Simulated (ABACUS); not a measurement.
Runs of ABACUS 3.10.1 on GaP. The structure is cubic, space group F-43m (No. 216). The conventional cell has a = 5.451 Å, b = 5.451 Å, c = 5.451 Å, α = 90.00°, β = 90.00°, γ = 90.00°. Ga (site symmetry -43m) has 4 P at 2.36 Å as nearest neighbours. Around P (site symmetry -43m) lie 4 Ga at 2.36 Å. 

```tsv
task	level	potentials or basis	spin	cell	k mesh	cutoff (eV)	radial cutoff of the potentials (pseudo_rcut)	SCF threshold on the density	eigensolver	mixing share	symmetry key	gap on the mesh (eV)	pressure (GPa)	relaxed volume (Å³/atom)
single point	TM	SG15 ONCV 1.2 PBE, plane waves	off	as given	5 × 5 × 5	1279	7 bohr	1e-08	dav	0.7	1	1.56	-1.2	-
single point	WC	PseudoDojo NC SR 0.5 PBE stringent, plane waves	off	as given	6 × 6 × 6	1551	10 bohr	1e-08	dav	0.7	1	1.49	-0.4	-
single point	PBE	PseudoDojo NC SR 0.4.1 PBE standard, DZP LCAO (the cutoffs set its grid)	off	as given	8 × 8 × 8	1361	10 bohr	1e-07	genelpa	0.7	1	1.66	(b)	-
single point	revPBE	PseudoDojo NC SR 0.5 PBE standard, plane waves	off	as given	6 × 6 × 6	1102	10 bohr	1e-08	dav	0.7	1	1.73	(a)	-
single point	PBEsol	PseudoDojo NC SR 0.4 PBEsol stringent, DZP LCAO (the cutoffs set its grid)	off	as given	7 × 7 × 7	1551	7 bohr	1e-07	genelpa	0.7	1	1.49	0.7	-
relaxation of cell and atoms	PW91	PseudoDojo NC SR 0.5 PBE stringent, plane waves	off	relaxed	6 × 6 × 6	1551	10 bohr	1e-08	dav	0.7	1	(c)	0.1	20.81
single point	TPSS	SG15 ONCV 1.2 PBE, plane waves	off	as given	5 × 5 × 5	1279	10 bohr	1e-08	dav	0.7	1	1.65	2.0	-
relaxation of cell and atoms	OLYP	PseudoDojo NC SR 0.4.1 PBE standard, plane waves	off	relaxed	6 × 6 × 6	1102	10 bohr	1e-08	dav	0.7	1	1.72	0.0	21.25
```

Alike in all rows: smearing fermi-dirac 0.05 eV.

Q: Estimate the missing entries.

A: (a) 4.2; (b) 4.0; (c) 1.54.

Caveats: the potentials were made for another functional, which shifts forces and pressure (some runs); an odd mesh through Γ misses points on the zone boundary, where band edges often lie (some runs); the atomic orbitals were generated for these runs and aren't a published set (some runs); the basis of atomic orbitals isn't converged, which shifts pressures, moduli and gaps (some runs).

A k mesh can miss the band edges, and the runs leave out spin-orbit coupling on Ga.

Not every run made on this cell is shown here.
